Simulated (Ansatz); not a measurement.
# CoO (R-3m) in Ansatz: notebook, part 2 of 3

Ansatz 0.2.0. Earlier steps stand in the parts before.

### 4 Band structure, RPBE, collinear spin, ferromagnetic start

The input, input.yaml:

```yaml
crystal:
  lattice:
    - [1.5054695445, 0.8691832468, 2.4399269062]
    - [-1.5054695445, 0.8691832468, 2.4399269062]
    - [0.0, -1.7383664936, 2.4399269062]
  atoms:
    - { symbol: Co, position: [0.0, 0.0, 0.0], spin: 2.0 }
    - { symbol: O, position: [0.5, 0.5, 0.5] }
hamiltonian:
  xc: rpbe
  pseudopotentials: { kind: paw }
magnetization:
  spin_polarized: true
kpoints:
  mp_grid: { grid: [11, 11, 11] }
  band_path:
    path:
      - [[0.0, 0.0, 0.0], [0.5, 0.0, 0.0], [0.5, 0.2512681158, -0.2512681158]]
      - [[0.7487318842, 0.5, 0.2512681158], [0.5, 0.5, 0.5], [0.0, 0.0, 0.0], [0.3756340579, 0.0, -0.3756340579]]
      - [[0.6243659421, 0.3756340579, 0.0], [0.5, 0.5, 0.0], [0.6243659421, 0.6243659421, 0.2512681158], [0.5, 0.5, 0.5]]
      - [[0.5, 0.0, 0.0], [0.7487318842, 0.3756340579, 0.3756340579]]
    npoints: 14
scf:
  occupations: { method: fermi_dirac, width: 0.05 }
  n_extra_bands: 6
output:
  forces: true
  stress: true
  eigenvalues: true
  fatbands: false
```

Potentials or basis: Ansatz PAW.

The run is started by

```console
ansatz run input.yaml --threads 2 --pin off --max-ram 5632MiB --backend cpu --events-out ev --progress --plain --runs-dir out
```

Log:

```text
Warning: RAYON_NUM_THREADS=2 ignored (pool sized by the plan → 2); use --threads N
scf.n_extra_bands = 6 over 12 filled bands (N_el = 23.0): the run solves 18 bands
Engine: ansatz 0.2.0, aarch64-unknown-linux-gnu
Pseudopotentials: kind: paw
Pseudopotential: Co, paw, valence charge 17, recommended cutoff 420 eV (normal), Co.paw.azcp
Pseudopotential: O, paw, valence charge 6, recommended cutoff 420 eV (normal), O.paw.azcp
Functional definition: RPBE
  parameter kappa = 0.804
  parameter beta = 0.06672455060314922
  exchange = rpbe_x(kappa = kappa, mu = beta*pi^2/3)
  correlation = pbe_c(beta = beta)
Crystal: 2 atoms, lattice volume = 19.156 Å³
Basis set: ecut = 420 eV, 339 PW (Γ), exchange–correlation on 48×48×48 points (8 copies of the dense FFT grid, shifted against one another)
Bands: 18, of which v1, the nominal top of the filled ones, is band 12 counted from 1 (11 counted from 0)
Symmetry: 12 space group operations
Space group: R-3m (ITA 166), of the structure as read, at distance tolerance 2.7e-5 Å
Magnetic group: BNS 166.97 (UNI 1327), of the structure as read, at distance tolerance 2.7e-5 Å
k-points: 146 of 1331
Non-local potential: Co, projectors of the file, l = 0: 3, l = 1: 2, l = 2: 3, l = 3: 1
Non-local potential: O, projectors of the file, l = 0: 2, l = 1: 2, l = 2: 1
PAW form: soft (Blöchl's): semilocal exchange-correlation on the pseudo side does not see the compensation charge
PAW frozen core: Co, regenerated for the run's functional, and the local potential with it (the file was generated under x = pbe(κ = 0.804, μ = 0.2195149727645171), c = pbe(β = 0.06672455060314922))
PAW frozen core: O, regenerated for the run's functional, and the local potential with it (the file was generated under x = pbe(κ = 0.804, μ = 0.2195149727645171), c = pbe(β = 0.06672455060314922))
PAW one-centre angular grid: Co, 590 points (default); XC on 64 Gauss nodes
PAW one-centre angular grid: O, 110 points (default); XC on 64 Gauss nodes
Initial density: superposition of atomic densities (chi_scale 0.1, normalization cell, long waves kept (reshape's long-wave potential 0.00 eV rms))
Starting moments: Σ|m| = 2 μB on 1 of 2 sites
Initial wavefunctions: pseudopotential atomic-orbital guess
Functional: x = rpbe, c = pbe(β = 0.06672455060314922)
SCF iter   1: F=—  HF=-5697.812578 eV  |F-HF|=—  |Δ(HF+E_count)|=         —  Δρ=1.18e-1 (↑1.18e-1 ↓9.82e-2)  dr2=6.06e0  dr2_m=1.66e-1  M=2.121 μB ∫|m|=2.121 μB  β_m=0.30  ethr=3.10e-3  ⟨swp⟩=5.7  Hψ=22916  notcnv=0
Mixer restart at iter 1: flushing history
preconditioner: auto → none  [metal: Δε(μ)=0.003 eV  Ē_g=14.985 eV  σ=0.050 eV  W_gap=0.02  n_scr=8 (ndim 8)  ℏωp=32.9 eV  f_vac=0.000  D(μ)=5.09/eV (n_scr^D=112)  sad-step TF]
SCF iter   2: F=—  HF=-5698.512300 eV  |F-HF|=—  |Δ(HF+E_count)|=   7.00e-1  Δρ=9.46e-2 (↑9.46e-2 ↓7.00e-2)  dr2=5.32e-1  dr2_m=1.04e0  M=2.723 μB ∫|m|=2.724 μB  β_m=0.38  ethr=3.10e-3  ⟨swp⟩=2.9  Hψ=12865  notcnv=0  defer=291
SCF iter   3: F=—  HF=-5698.799873 eV  |F-HF|=—  |Δ(HF+E_count)|=   2.88e-1  Δρ=8.93e-2 (↑6.45e-2 ↓8.93e-2)  dr2=1.82e-1  dr2_m=9.60e-1  M=2.979 μB ∫|m|=2.983 μB  β_m=0.32  ethr=2.31e-3  ⟨swp⟩=2.0  Hψ=9025  notcnv=0  defer=294
SCF iter   4: F=—  HF=-5698.549039 eV  |F-HF|=—  |Δ(HF+E_count)|=         —  Δρ=3.25e-2 (↑3.25e-2 ↓3.12e-2)  dr2=1.86e-1  dr2_m=1.19e-1  M=2.775 μB ∫|m|=2.782 μB  β_m=0.69  ethr=7.93e-4  ⟨swp⟩=2.2  Hψ=10532  notcnv=0  defer=301
Mixer restart at iter 4: flushing history
SCF iter   5: F=—  HF=-5698.744242 eV  |F-HF|=—  |Δ(HF+E_count)|=   1.95e-1  Δρ=5.17e-2 (↑2.53e-2 ↓5.17e-2)  dr2=4.25e-1  dr2_m=1.48e-1  M=2.983 μB ∫|m|=2.996 μB  β_m=0.63  ethr=7.93e-4  ⟨swp⟩=3.4  Hψ=11223  notcnv=0  defer=299
SCF iter   6: F=—  HF=-5698.768040 eV  |F-HF|=—  |Δ(HF+E_count)|=   2.38e-2  Δρ=1.83e-2 (↑1.83e-2 ↓9.22e-3)  dr2=6.11e-2  dr2_m=1.28e-2  M=2.864 μB ∫|m|=2.877 μB  β_m=0.64  ethr=7.93e-4  ⟨swp⟩=3.6  Hψ=12263  notcnv=0  defer=307
SCF iter   7: F=—  HF=-5698.790882 eV  |F-HF|=—  |Δ(HF+E_count)|=   2.28e-2  Δρ=9.80e-3 (↑4.54e-3 ↓9.80e-3)  dr2=1.70e-2  dr2_m=1.71e-3  M=2.917 μB ∫|m|=2.935 μB  β_m=0.52  ethr=2.66e-4  ⟨swp⟩=2.6  Hψ=12484  notcnv=0  defer=315
SCF iter   8: F=—  HF=-5698.783372 eV  |F-HF|=—  |Δ(HF+E_count)|=   7.51e-3  Δρ=3.13e-3 (↑7.84e-4 ↓3.13e-3)  dr2=1.13e-3  dr2_m=3.82e-4  M=2.927 μB ∫|m|=2.946 μB  β_m=0.76  ethr=7.38e-5  ⟨swp⟩=2.5  Hψ=8540  notcnv=0  defer=315
SCF iter   9: F=—  HF=-5698.783138 eV  |F-HF|=—  |Δ(HF+E_count)|=   2.34e-4  Δρ=4.47e-4 (↑1.88e-4 ↓4.47e-4)  dr2=2.69e-5  dr2_m=9.27e-6  M=2.933 μB ∫|m|=2.952 μB  β_m=0.88  ethr=4.91e-6  ⟨swp⟩=2.3  Hψ=7730  notcnv=0  defer=315
SCF iter  10: F=—  HF=-5698.783173 eV  |F-HF|=—  |Δ(HF+E_count)|=   3.48e-5  Δρ=1.47e-4 (↑9.52e-5 ↓1.47e-4)  dr2=2.03e-6  dr2_m=1.51e-6  M=2.933 μB ∫|m|=2.953 μB  β_m=0.94  ethr=1.17e-7  ⟨swp⟩=2.2  Hψ=7934  notcnv=0  defer=315
SCF iter  11: F=—  HF=-5698.783177 eV  |F-HF|=—  |Δ(HF+E_count)|=   4.30e-6  Δρ=1.24e-4 (↑7.34e-5 ↓1.24e-4)  dr2=8.27e-7  dr2_m=1.18e-6  M=2.934 μB ∫|m|=2.953 μB  β_m=0.97  ethr=8.84e-9  ⟨swp⟩=2.0  Hψ=8556  notcnv=0  defer=315
SCF iter  12: F=—  HF=-5698.783184 eV  |F-HF|=—  |Δ(HF+E_count)|=   6.75e-6  Δρ=6.27e-5 (↑4.57e-5 ↓6.27e-5)  dr2=9.32e-8  dr2_m=4.90e-7  M=2.934 μB ∫|m|=2.953 μB  β_m=0.99  ethr=3.59e-9  ⟨swp⟩=2.0  Hψ=8772  notcnv=0  defer=315
SCF iter  13: F=—  HF=-5698.783184 eV  |F-HF|=—  |Δ(HF+E_count)|=   6.72e-8  Δρ=1.96e-5 (↑1.36e-5 ↓1.96e-5)  dr2=1.94e-8  dr2_m=4.22e-8  M=2.934 μB ∫|m|=2.953 μB  β_m=0.99  ethr=4.05e-10  ⟨swp⟩=2.0  Hψ=8694  notcnv=0  defer=315
SCF iter  14: F=-5698.783184 eV  HF=-5698.783184 eV  |F-HF|=3.11e-9  |Δ(HF+E_count)|=   2.05e-9  Δρ=4.75e-6 (↑1.12e-6 ↓4.75e-6)  dr2=3.71e-9  dr2_m=7.37e-10  M=2.934 μB ∫|m|=2.953 μB  ethr=8.43e-11  ⟨swp⟩=7.0  Hψ=21118  notcnv=0
SCF 1 converged in 14 iterations: F = -5698.783184 eV  dr2 = 3.71e-9
Symmetry: 4 space group operations
k-points: 366 of 1331
Initial density: read from a saved state, or passed on in memory by an earlier SCF of this step, an earlier step, the calling program or the single point that the run made first
Starting moments: Σ|m| = 2 μB on 1 of 2 sites; this step starts from the density that it was given
iter 1 solved again at ethr=1.66e-10 eV; its pass at ethr=4.35e-6 eV (dr2=3.81e-8 eV) is discarded
SCF iter   1: F=—  HF=-5698.783184 eV  |F-HF|=—  |Δ(HF+E_count)|=         —  Δρ=4.76e-6 (↑1.12e-6 ↓4.76e-6)  dr2=3.72e-9  dr2_m=7.37e-10  M=2.934 μB ∫|m|=2.953 μB  ethr=1.66e-10  ⟨swp⟩=1.0  Hψ=123827  notcnv=0
preconditioner: auto → none  [metal: Δε(μ)=0.000 eV  Ē_g=15.550 eV  σ=0.050 eV  W_gap=0.00  n_scr=8 (ndim 8)  ℏωp=32.9 eV  f_vac=0.000  D(μ)=4.06/eV (n_scr^D=64)]
SCF iter   2: F=—  HF=-5698.784491 eV  |F-HF|=—  |Δ(HF+E_count)|=   1.31e-3  Δρ=5.16e-3 (↑1.78e-3 ↓5.16e-3)  dr2=4.79e-3  dr2_m=6.65e-4  M=2.943 μB ∫|m|=2.961 μB  ethr=4.35e-6  ⟨swp⟩=1.0  Hψ=71587  notcnv=0
SCF iter   3: F=—  HF=-5698.783783 eV  |F-HF|=—  |Δ(HF+E_count)|=   7.08e-4  Δρ=1.38e-3 (↑3.83e-4 ↓1.38e-3)  dr2=3.09e-4  dr2_m=8.62e-5  M=2.933 μB ∫|m|=2.950 μB  ethr=4.35e-6  ⟨swp⟩=1.0  Hψ=39902  notcnv=0
an SCF along what the orbitals of the run's state read of its open shells (or to have them read: on a GPU, or by another smearing), with 8 of the crystal's symmetry operations given up (366 k-points in place of 146), reached no lower state that the run goes on to. This is no proof of a minimum
NSCF: frozen V_eff on 130 k-points
SCF converged after 14 iterations
Magnetization: 2.9336 μB (12.9668 up, 10.0332 down)
Absolute magnetization: 2.9530 μB (∫|ρ↑−ρ↓|, with the PAW one-centre terms)
Spin contamination: 0.0081 ħ² per cell (⟨S²⟩ above its minimum at these occupations)
Per-site moments (μB) at R_I (Å): [(2.5028109755137624, 0.876038603632342), (0.3178758365262437, 0.876038603632342)]
Free energy (F): -5698.783184 eV
Harris-Foulkes:  -5698.783184 eV  (|F-HF|=3.11e-9)
Internal energy: -5698.749807 eV  (E = F + TS)
E sigma→0 (E₀):  -5698.766495 eV
Entropy (-TS):   -0.033377 eV (-16.689 meV/atom)
Fermi energy:    14.218722 eV
--- Per-component energies (eV) ---
  E_band       = -299.396394
  E_kinetic    = 618.067984
  E_local      = -3420.744516  (includes V_loc(G=0)·N_el)
  E_nonlocal   = 513.339001
  E_hartree    = 1406.368963
  E_xc         = -229.329993
  E_vxc        = -294.090556  (∫ρ·V_xc dr)
  E_paw        = -1683.702241  (= ΣΔE_a)
  E_vpaw       = -528.710723  (= ΣTr[D̂ρ^β])
  E_aug_tail   = 0.002492  (compensation charges beyond the density's cutoff)
  E_ewald      = -2902.684276
  E_core_change = -0.067221  (= ΣΔE_core)
  E_smearing   = -0.033377  (= −TS)
  E_closure    = 0.000000  (closes the sum)
  Σ components = -5698.783184   (vs F -5698.783184, Δ=0.00e0)
--- Forces (eV/Å), atoms counted from 1 ---
  atom   1  Co    -0.00000000     0.00000000    -0.00000000
  atom   2  O      0.00000000     0.00000000    -0.00000000
  max |Σ_I F_I| component: 5.26e-30 eV/Å
--- Stress (GPa, compression-positive) ---
        6.359886       0.000000      -0.000000
        0.000000       6.359886      -0.000000
       -0.000000      -0.000000       5.819551
  P = ⅓ Tr σ = 6.1798 GPa (61.798 kbar)
--- Band table (eV; the first three rows and the last of 292) ---
  k-point 0 ↑: bands = ["-82.8421", "-46.0484", "-46.0484", "-46.0202", "-6.1896", "10.8789", "10.8789", "10.9987", "10.9987", "11.0478", "11.0602", "11.0602", "11.1284", "15.2173", "31.0496", "32.2627", "32.2627", "32.4805"]
  k-point 1 ↑: bands = ["-82.8419", "-46.0511", "-46.0488", "-46.0210", "-6.1039", "10.1038", "10.1204", "10.1418", "11.1011", "11.1437", "11.4185", "11.8216", "11.8480", "15.7972", "29.3944", "31.9768", "32.1527", "33.0789"]
  k-point 2 ↑: bands = ["-82.8412", "-46.0587", "-46.0498", "-46.0227", "-5.8650", "8.8525", "9.3607", "9.4007", "11.2516", "11.2971", "11.6334", "12.6597", "12.6750", "16.9991", "27.2170", "30.8999", "31.0338", "33.5128"]
  k-point 145 ↓: bands = ["-79.7530", "-43.0410", "-43.0154", "-43.0135", "-4.3721", "6.6826", "9.3881", "9.5086", "14.0815", "14.1049", "14.3658", "16.6611", "16.9810", "20.0687", "24.4455", "27.4252", "28.3180", "36.2263"]
```

Wall time 24 s (2 threads of Arm Neoverse V1, shared host); peak memory 0.96 GiB.

Results:

```yaml
Free_energy: -5698.7832 eV
Pressure: 6.2 GPa
Band_gap_on_the_k_mesh: none (metal or under the smearing width)
Net_moment: 2.93 μB per cell
Absolute_moment: 2.95 μB per cell
Site_moments: Co +2.50; O +0.32 μB
```

Levels at the corners of the path, in eV from the Fermi level:
Spin up:
```csv
point,band 11,band 12,band 13,band 14,band 15,band 16
Γ,-3.16,-3.16,-3.09,1.00,16.83,18.04
L,-1.87,0.06,0.07,5.08,9.39,13.44
B1,-2.33,-2.12,-1.40,8.16,10.00,10.08
B,-2.33,-2.12,-1.40,8.16,10.00,10.08
Z,-1.81,0.08,0.08,5.02,9.51,13.35
Γ,-3.16,-3.16,-3.09,1.00,16.83,18.04
X,-2.11,-2.00,-1.35,7.48,9.73,9.85
Q,-2.11,-2.00,-1.35,7.48,9.73,9.85
F,-2.48,-2.14,-2.11,5.91,9.87,11.68
P1,-2.09,-1.97,-1.33,7.49,9.69,9.88
Z,-1.81,0.08,0.08,5.02,9.51,13.35
L,-1.87,0.06,0.07,5.08,9.39,13.44
P,-2.09,-1.97,-1.33,7.49,9.69,9.88
```
Spin down:
| point | band 8 | band 9 | band 10 | band 11 | band 12 | band 13 |
| --- | --- | --- | --- | --- | --- | --- |
| Γ | -2.61 | -1.12 | -1.12 | -1.11 | 0.16 | 0.16 |
| L | -4.66 | -0.13 | -0.13 | 0.19 | 2.80 | 2.81 |
| B1 | -5.09 | -0.40 | -0.38 | 0.14 | 1.00 | 1.73 |
| B | -5.09 | -0.40 | -0.38 | 0.14 | 1.00 | 1.73 |
| Z | -4.73 | -0.09 | -0.09 | 0.18 | 2.82 | 2.82 |
| Γ | -2.61 | -1.12 | -1.12 | -1.11 | 0.16 | 0.16 |
| X | -4.33 | -1.05 | -0.03 | 0.16 | 1.24 | 1.70 |
| Q | -4.33 | -1.05 | -0.03 | 0.16 | 1.24 | 1.70 |
| F | -3.88 | -2.27 | 0.13 | 0.14 | 0.65 | 1.11 |
| P1 | -4.39 | -1.01 | -0.01 | 0.14 | 1.24 | 1.72 |
| Z | -4.73 | -0.09 | -0.09 | 0.18 | 2.82 | 2.82 |
| L | -4.66 | -0.13 | -0.13 | 0.19 | 2.80 | 2.81 |
| P | -4.39 | -1.01 | -0.01 | 0.14 | 1.24 | 1.72 |

Caveat: the pressure holds a Pulay correction of +0.7 GPa for the finite cutoff; a cell with one magnetic atom can't hold antiferromagnetic order, which such compounds often take; semilocal functionals often make such compounds metallic where correlation or magnetic order opens a gap, which also shifts bond lengths; the PAW data sets come from PBE, with cores solved anew for the run's functional, which leaves a small shift of forces and pressure.

[end of part 2 of 3]
